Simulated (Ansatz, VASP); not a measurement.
## Two plane-wave programs on MgO

```xyz
4
Lattice="3.3527 0.0000 0.0000 -1.6764 2.9035 0.0000 0.0000 0.0000 5.1331" Properties=species:S:1:pos:R:3 pbc="T T T"
Mg    0.0000    1.9357   -0.0505
Mg    1.6764    0.9678    2.5161
O     0.0000    1.9357    1.9754
O     1.6764    0.9678    4.5420
```

Alike in both runs: task single point; functional r2SCAN; k mesh 9 × 9 × 4; no spin polarisation.

```csv
,VASP,Ansatz
version,VASP 6.6.1,Ansatz 0.2.0
potentials or method,"VASP PAW PBE potentials, release 64 (Mg, O)","plane waves, PAW"
plane-wave cutoff (eV),520,500
occupations,"gaussian, width 0.01 eV",fixed
valence electrons in the cell,16,32
```

VASP gave:

* gap on the k mesh at the Fermi level (eV): 3.88
* pressure (GPa): -7.2
* largest component of the traceless stress (GPa): 0.62
* rms of the force components (eV/Å): 0.027

Problem. Estimate Ansatz's values.

Solution. gap on the k mesh at the Fermi level (eV): 3.89; pressure (GPa): -6.6; largest component of the traceless stress (GPa): 0.57; rms of the force components (eV/Å): 0.025.

Atom by atom the forces differ by 0.002 eV/Å (rms over components). The two sets of potentials don't hold the same shells in valence.

Caveats: the PAW data sets were made with another functional, which shifts forces and pressure a little (VASP). r2SCAN opens gaps a little over a GGA but as a rule still falls short of measured ones.
